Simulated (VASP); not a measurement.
# C (P6_3/mmc) in VASP: notebook

The runs below take C through relaxation of cell and atoms, with r2SCAN, r2SCAN+rVV10.

All numbers are computed with VASP 6.6.1; they aren't measurements. Logs are shortened: lines on timing, memory, paths and dates and some standing lists are left out, and cuts for length are marked.

### 1 The structure

The structure is hexagonal, space group P6_3/mmc (No. 194). Conventional cell: a = 2.467 Å, b = 2.467 Å, c = 7.803 Å, α = 90.00°, β = 90.00°, γ = 120.00°. C (site symmetry -6m2) is surrounded by 3 C at 1.42 Å. C (site symmetry -6m2) has 3 C at 1.42 Å as nearest neighbours.

### 2 Relaxation of cell and atoms, r2SCAN

The input, INCAR:

```
SYSTEM = C
PREC = Accurate
ENCUT = 600
EDIFF = 1E-7
ISMEAR = 0
SIGMA = 0.1
LREAL = .False.
LASPH = .True.
NELM = 100
ALGO = Normal
ISIF = 3
LWAVE = .False.
LCHARG = .False.
METAGGA = R2SCAN
LMIXTAU = .True.
IBRION = 2
NSW = 90
EDIFFG = -0.005
```

The input, KPOINTS:

```
Automatic mesh
0
Gamma
  21 21 6
  0 0 0
```

The input, POSCAR:

```
C
1.0
    2.4672912600      0.0000000000      0.0000000000
   -1.2336456300      2.1367369100      0.0000000000
    0.0000000000      0.0000000000      7.8030730000
C
4
Direct
    0.0000000000      0.0000000000      0.2500000000
    0.0000000000      0.0000000000      0.7500000000
    0.3333333300      0.6666666700      0.2500000000
    0.6666666700      0.3333333300      0.7500000000
```

Potentials or basis: VASP PAW PBE potentials, release 64 (C).

Command:

```console
cat potpaw_PBE.64/C/POTCAR > POTCAR
mpirun -np 1 vasp_std > vasp.out
```

OUTCAR:

```text
SYSTEM = C
   PREC = Accurate
   ENCUT = 600
   EDIFF = 1E-7
   ISMEAR = 0
   LREAL = .False.
   LASPH = .True.
   NELM = 100
   ISIF = 3
   METAGGA = R2SCAN
   IBRION = 2
   NSW = 90
   EDIFFG = -0.005

 ion  position               nearest neighbor table
   1  0.000  0.000  0.250-   3 1.42   3 1.42   3 1.42
   2  0.000  0.000  0.750-   4 1.42   4 1.42   4 1.42
   3  0.333  0.667  0.250-   1 1.42   1 1.42   1 1.42
   4  0.667  0.333  0.750-   2 1.42   2 1.42   2 1.42

  LATTYP: Found a hexagonal cell.
 ALAT       =     2.4672912600
 C/A-ratio  =     3.1626071581

  Lattice vectors:

 A1 = (   2.4672912600,   0.0000000000,   0.0000000000)
 A2 = (  -1.2336456300,   2.1367369100,   0.0000000000)
 A3 = (   0.0000000000,   0.0000000000,   7.8030730000)

Analysis of symmetry for initial positions (statically):
=====================================================================
 Subroutine PRICEL returns:
 Original cell was already a primitive cell.

 Routine SETGRP: Setting up the symmetry group for a
 hexagonal supercell.

 Subroutine GETGRP returns: Found 24 space group operations
 (whereof 12 operations were pure point group operations)
 out of a pool of 24 trial point group operations.

The static configuration has the point symmetry D_3d.
 The point group associated with its full space group is D_6h.

Analysis of symmetry for dynamics (positions and initial velocities):
=====================================================================
 Subroutine PRICEL returns:
 Original cell was already a primitive cell.

 Routine SETGRP: Setting up the symmetry group for a
 hexagonal supercell.

 Subroutine GETGRP returns: Found 24 space group operations
 (whereof 12 operations were pure point group operations)
 out of a pool of 24 trial point group operations.

The dynamic configuration has the point symmetry D_3d.
 The point group associated with its full space group is D_6h.

 Subroutine INISYM returns: Found 24 space group operations
 (whereof 12 operations are pure point group operations),
 and found     1 'primitive' translations

----------------------------------------------------------------------------------------

                                     Primitive cell

  volume of cell :      41.1374

  direct lattice vectors                    reciprocal lattice vectors
     2.467291260  0.000000000  0.000000000     0.405302777  0.234001668  0.000000000
    -1.233645630  2.136736910  0.000000000     0.000000000  0.468003335  0.000000000
     0.000000000  0.000000000  7.803073000     0.000000000  0.000000000  0.128154639

  length of vectors
     2.467291260  2.467291260  7.803073000     0.468003335  0.468003335  0.128154639

  position of ions in fractional coordinates (direct lattice)
     0.000000000  0.000000000  0.250000000
     0.000000000  0.000000000  0.750000000
     0.333333330  0.666666670  0.250000000
     0.666666670  0.333333330  0.750000000

  ion indices of the primitive-cell ions
   primitive index   ion index
                 1           1
                 2           2
                 3           3
                 4           4

----------------------------------------------------------------------------------------

 KPOINTS: Automatic mesh

Automatic generation of k-mesh.
 Grid dimensions read from file:
 generate k-points for:   21   21    6

 Generating k-lattice:

  Cartesian coordinates                     Fractional coordinates (reciprocal lattice)
     0.019300132  0.011142937  0.000000000     0.047619048 -0.000000000  0.000000000
     0.000000000  0.022285873  0.000000000     0.000000000  0.047619048  0.000000000
     0.000000000  0.000000000  0.021359106     0.000000000  0.000000000  0.166666667

  Length of vectors
     0.022285873  0.022285873  0.021359106

  Shift w.r.t. Gamma in fractional coordinates (k-lattice)
     0.000000000  0.000000000  0.000000000

 Subroutine IBZKPT returns following result:
 ===========================================

 Found    192 irreducible k-points:

 Following reciprocal coordinates:
            Coordinates               Weight
  0.000000  0.000000  0.000000      1.000000
  0.047619 -0.000000  0.000000      6.000000
  0.095238 -0.000000  0.000000      6.000000
  0.142857 -0.000000  0.000000      6.000000
  0.190476 -0.000000  0.000000      6.000000
  0.238095 -0.000000  0.000000      6.000000
[... 16 lines left out ...]
  0.142857  0.095238  0.000000     12.000000
  0.190476  0.095238  0.000000     12.000000
 [... further k-points ...]
   k-points           NKPTS =    192   k-points in BZ     NKDIM =    192   number of bands    NBANDS=     12
   number of dos      NEDOS =    301   number of ions     NIONS =      4
   total plane-waves  NPLWV =  25600
   dimension x,y,z NGX =    20 NGY =   20 NGZ =   64
   dimension x,y,z NGXF=    40 NGYF=   40 NGZF=  128
   ions per type =               4
   NGX,Y,Z   is equivalent  to a cutoff of  13.48, 13.48, 13.64 a.u.
   NGXF,Y,Z  is equivalent  to a cutoff of  26.95, 26.95, 27.27 a.u.
 SYSTEM =  C
   PREC   = accura    normal or accurate (medium, high low for compatibility)
   ISTART =      0    job   : 0-new  1-cont  2-samecut
   ICHARG =      2    charge: 1-file 2-atom 10-const
   ISPIN  =      1    spin polarized calculation?
   LNONCOLLINEAR =      F non collinear calculations
   LSORBIT =      F    spin-orbit coupling
   LASPH  =      T    aspherical Exc in radial PAW
   ENCUT  =  600.0 eV  44.10 Ry    6.64 a.u.   4.93  4.93 15.58*2*pi/ulx,y,z
   NELM   =    100;   NELMIN=  2; NELMDL= -5     # of ELM steps
   EDIFF  = 0.1E-06   stopping-criterion for ELM
   LREAL  =      F    real-space projection
   EDIFFG = -.5E-02   stopping-criterion for IOM
   NSW    =     90    number of steps for IOM
   IBRION =      2    ionic relax: 0-MD 1-quasi-New 2-CG
   NFREE  =      1    steps in history (QN), initial steepest desc. (CG)
   ISIF   =      3    stress and relaxation
   ISYM   =      2    0-nonsym 1-usesym 2-fastsym
   POTIM  = 0.5000    time-step for ionic-motion
   TEBEG  =    0.0;   TEEND  =   0.0 temperature during run
   PSTRESS=    0.0 pullay stress
   NELECT =      16.0000    total number of electrons
   NUPDOWN=      -1.0000    fix difference up-down
   EMIN   =  10.00;   EMAX   =-10.00  energy-range for DOS
   EFERMI =   0.00;   METHOD = LEGACY
   ISMEAR =     0;   SIGMA  =   0.10  broadening in eV -4-tet -1-fermi 0-gaus
   EFERMI_NEDOS =   21; number of points for ismear=-14 and -15
   IALGO  =     38    algorithm
   IMIX   =      4    mixing-type and parameters
     AMIX     =   0.40;   BMIX     =  1.00
     AMIX_MAG =   1.60;   BMIX_MAG =  1.00
  volume/ion in A,a.u.               =      10.28        69.40
  Fermi-wavevector in a.u.,A,eV,Ry     =   1.195003  2.258229 19.429568  1.428033
  Thomas-Fermi vector in A             =   2.330979
   LORBIT       =      0    0 simple, 1 ext, 2 COOP (PROOUT), +10 PAW based schemes
   METAGGA = R2SCAN    functional components
   LHFCALC =     F    Hartree Fock is set to
   AEXX    =    0.0000 exact exchange contribution
   IVDW    =     0    specifies the selected vdW correction
   LEPSILON=     F    determine dielectric tensor
   LRPA    =     F    only Hartree local field effects (RPA)
 conjugate gradient relaxation of ions
 non-spin polarized calculation
 Gauss-broadening in eV      SIGMA  =   0.10
  energy-cutoff  :      600.00
  volume of cell :       41.14
 maximum number of plane-waves:      1407
 NGX is ok and might be reduce to    20
   NGX =  9   NGY =  9   NGZ = 31

--------------------------------------- Ionic step        1  -------------------------------------------

 number of electron      16.0000001 magnetization

 Free energy of the ion-electron system (eV)
  ---------------------------------------------------
  ext. energy  EPLUGINS =         0.00000000
  ---------------------------------------------------
  free energy    TOTEN  =       -39.74598903 eV

  energy without entropy =      -39.74536469  energy(sigma->0) =      -39.74567686

------------------------ aborting loop because EDIFF is reached ----------------------------------------

  FORCE on cell =-STRESS in cart. coord.  units (eV):
  Direction    XX          YY          ZZ          XY          YZ          ZX
  --------------------------------------------------------------------------------------
  -------------------------------------------------------------------------------------
  Total       -1.1517131     -1.1517131     -0.3475816      0.0000000     -0.0000000      0.0000000
  in kB      -44.8557110    -44.8557110    -13.5372443      0.0000000     -0.0000000      0.0000000
  external PRESSURE =     -34.4162221 kB  Pullay stress =       0.0000000 kB
[... 95 lines left out ...]
  FREE ENERGIE OF THE ION-ELECTRON SYSTEM (eV)
  ---------------------------------------------------
  free  energy   TOTEN  =       -39.7512409510 eV

  energy  without entropy=      -39.7506167420  energy(sigma->0) =      -39.75092885

 E-fermi :   3.5669     XC(G=0): -10.1740

 val. band max:        3.5648917657   @ k =   0.3333   0.3333   0.1667
 cond. band min:       3.5680953894   @ k =   0.3333   0.3333   0.3333
 fundamental gap:      0.0032036237
 Fermi energy:         3.5669217722

 k-point     1 :       0.0000    0.0000    0.0000
  band No.  band energies     occupation
      1     -17.3262      2.00000
      2     -17.2311      2.00000
      3      -5.0237      2.00000
      4      -4.0637      2.00000
      5       0.3397      2.00000
      6       0.3397      2.00000
      7       0.3440      2.00000
      8       0.3440      2.00000
      9       7.0510      0.00000
     10      11.6866      0.00000
     11      12.2737      0.00000
     12      12.2737      0.00000
[... 333 lines left out ...]
      1     -15.7398      2.00000
      2     -15.6542      2.00000
      3      -4.1190      2.00000
      4      -4.0967      2.00000
      5      -3.1254      2.00000
      6      -2.3148      2.00000
      7      -2.3016      2.00000
      8      -2.2332      2.00000
      9       9.0401      0.00000
     10      11.3418      0.00000
     11      11.5627      0.00000
     12      12.9354      0.00000

 [... further k-points ...]

[... ionic steps 4 to 9 ...]

--------------------------------------- Ionic step       10  -------------------------------------------

 number of electron      16.0000001 magnetization

------------------------ aborting loop because EDIFF is reached ----------------------------------------
[... 71 lines left out ...]
--------------------------------------- Ionic step       12  -------------------------------------------

 number of electron      16.0000001 magnetization

 Free energy of the ion-electron system (eV)
  ---------------------------------------------------
  ext. energy  EPLUGINS =         0.00000000
  ---------------------------------------------------
  free energy    TOTEN  =       -39.77803463 eV

  energy without entropy =      -39.77744155  energy(sigma->0) =      -39.77773809

 E-fermi :   4.4030     XC(G=0): -10.9161

 val. band max:        4.3960218312   @ k =   0.3333   0.3333   0.1667
 cond. band min:       4.4081116788   @ k =   0.3333   0.3333   0.3333
 fundamental gap:      0.0120898476
 Fermi energy:         4.4029995568

 k-point     1 :       0.0000    0.0000    0.0000
  band No.  band energies     occupation
      1     -16.5349      2.00000
      2     -16.3038      2.00000
      3      -4.5065      2.00000
      4      -2.7930      2.00000
      5       1.1986      2.00000
      6       1.1986      2.00000
      7       1.2124      2.00000
      8       1.2124      2.00000
      9       8.5755      0.00000
     10      13.1242      0.00000
     11      13.1242      0.00000
     12      13.1654      0.00000
[... 376 lines left out ...]
  FREE ENERGIE OF THE ION-ELECTRON SYSTEM (eV)
  ---------------------------------------------------
  free  energy   TOTEN  =       -39.7780346291 eV

  energy  without entropy=      -39.7774415524  energy(sigma->0) =      -39.77773809

 reached required accuracy - stopping structural energy minimisation
```

Run time: 33 min. Hardware: 1 thread of Intel Xeon 6975P-C (Granite Rapids), shared host; peak memory 0.25 GiB.

Results:

```
Free energy                            : -39.7780 eV
Relaxed volume                         : 9.05 Å³/atom
Relaxed cell                           : a = 2.456 Å, b = 2.456 Å, c = 6.925 Å, α = 90.00°, β = 90.00°, γ = 120.00°
Space group after relaxing (to 0.05 Å) : P6_3/mmc (No. 194)
Energy gained by relaxing              : 8.0 meV/atom
Ionic steps                            : 12
Pressure after relaxing                : 0.0 GPa
Band gap on the k mesh                 : none (metal or under the smearing width)
```

Step by step:
```
step  energy change (eV)  largest force (eV/Å)  pressure (GPa)  volume (Å³)
   1              0.0000                0.0000           -3.44        41.14
   2              0.0212                0.0000            7.09        39.83
   3             -0.0053                0.0000           -0.34        40.73
   4             -0.0065                0.0000           -0.35        40.58
   5             -0.0103                0.0000           -0.38        40.13
   6             -0.0176                0.0000           -0.44        39.24
   7             -0.0292                0.0000           -0.45        37.44
   8             -0.0118                0.0000            0.26        33.85
   9             -0.0316                0.0000           -0.40        36.71
  10             -0.0320                0.0000           -0.35        36.23
  11             -0.0122                0.0000            7.27        35.30
  12             -0.0320                0.0000            0.00        36.19
```

Final structure:
```
C
1.0
     2.45650    0.00000    0.00000
    -1.22825    2.12739    0.00000
     0.00000    0.00000    6.92491
C
4
Cartesian
  0.0000 0.0000 1.7312
  2.4565 0.0000 5.1937
  0.0000 1.4183 1.7312
  1.2282 0.7091 5.1937
```

Caveat: the PAW data sets were made with another functional, which shifts forces and pressure a little.

### 3 Relaxation of cell and atoms, r2SCAN+rVV10

INCAR: that of step 2 with these lines changed.

```diff
@@ -15,2 +15,6 @@
 LMIXTAU = .True.
+LUSE_VDW = .True.
+IVDW_NL = 2
+BPARAM = 11.95
+CPARAM = 0.0093
 IBRION = 2
```

KPOINTS is that of step 2.

POSCAR is that of step 2.

Potentials or basis: VASP PAW PBE potentials, release 64 (C).

Command:

```console
cat potpaw_PBE.64/C/POTCAR > POTCAR
mpirun -np 1 vasp_std > vasp.out
```

It took 38 min on 1 thread of Intel Xeon 6975P-C (Granite Rapids), shared host; peak memory 0.33 GiB.

The run converged. Its results:

| Item | Value |
| --- | --- |
| Free energy | -39.4612 eV |
| Relaxed volume | 8.64 Å³/atom |
| Relaxed cell | a = 2.456 Å, b = 2.456 Å, c = 6.615 Å, α = 90.00°, β = 90.00°, γ = 120.00° |
| Space group after relaxing (to 0.05 Å) | P6_3/mmc (No. 194) |
| Energy gained by relaxing | 21.2 meV/atom |
| Ionic steps | 12 |
| Pressure after relaxing | 0.0 GPa |
| Band gap on the k mesh | none (metal or under the smearing width) |

The path:
```tsv
step	energy change (eV)	largest force (eV/Å)	pressure (GPa)	volume (Å³)
1	0.0000	0.0000	-3.91	41.14
2	0.0175	0.0000	6.75	39.66
3	-0.0067	0.0000	-0.40	40.62
4	-0.0125	0.0000	-0.41	40.28
5	-0.0298	0.0000	-0.43	39.27
6	-0.0622	0.0000	-0.35	37.23
7	-0.0754	0.0000	0.88	33.17
8	-0.0834	0.0000	0.03	35.15
9	-0.0849	0.0000	0.19	34.66
10	-0.0849	0.0000	0.23	34.54
11	-0.0821	0.0000	-2.72	34.81
12	-0.0849	0.0000	0.00	34.56
```

Final structure:
```xyz
4
Lattice="2.4559 0.0000 0.0000 -1.2280 2.1269 0.0000 0.0000 0.0000 6.6155" Properties=species:S:1:pos:R:3 pbc="T T T"
C     0.0000    0.0000    1.6539
C     0.0000    0.0000    4.9616
C     0.0000    1.4179    1.6539
C     1.2280    0.7090    4.9616
```

Levels at points of the mesh, in eV from the Fermi level:
```tsv
k point	band 4	band 5	band 6	band 7	band 8	band 9	band 10	band 11	band 12
(0.00, 0.00, 0.00)	-6.92	-3.18	-3.18	-3.16	-3.16	4.48	8.74	8.74	8.80
(0.00, 0.00, 0.50)	-8.13	-3.17	-3.17	-3.17	-3.17	7.39	7.39	8.77	8.77
```

Caveat: the volume moved by over 15 % at a fixed basis, so the end points are rough; the PAW data sets were made with another functional, which shifts forces and pressure a little.
